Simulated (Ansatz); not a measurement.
CuO across functionals

```
Cu O
1.0
     2.63683    0.00000    0.00000
     0.00000    2.63683    0.00000
     0.00000    0.00000    2.63683
Cu O
1 1
Cartesian
  0.0000 0.0000 0.0000
  1.3184 1.3184 1.3184
```

Atoms are numbered in the order listed.

The cell was built from the CsCl type and relaxed in the same program, and has space group Pm-3m; it needn't be a known or the stable phase.

Without spin polarisation or U, such a compound can come out metallic where the real one is a magnetic insulator.

One fixed cell is solved with several functionals by frozen-core PAW in Ansatz 0.2.0, scalar-relativistically. A positive pressure means that the functional wants a larger cell.

The PAW files were made with PBE; their cores are remade for each functional.

The runs use a Γ-centred 12×12×12 k mesh, Fermi–Dirac smearing of 0.08 eV, cutoff 420 eV, no spin polarisation.

Cutoffs: PBE 420 eV, LDA 420 eV, PBEsol 420 eV, r²SCAN 500 eV.

Order the settings by the pressure that they give at this fixed cell, lowest first.
A. PBE
B. LDA
C. PBEsol
D. r²SCAN

B (-16.64 GPa), C (-9.43 GPa), D (-7.70 GPa), A (0.00 GPa).

| setting | P (GPa) | lowest level at Γ above −25 eV, from the valence-band top or, without a gap, the Fermi level (eV) |
| --- | --- | --- |
| PBE | 0.00 | -19.25 |
| LDA | -16.64 | -18.99 |
| PBEsol | -9.43 | -19.21 |
| r²SCAN | -7.70 | -20.26 |
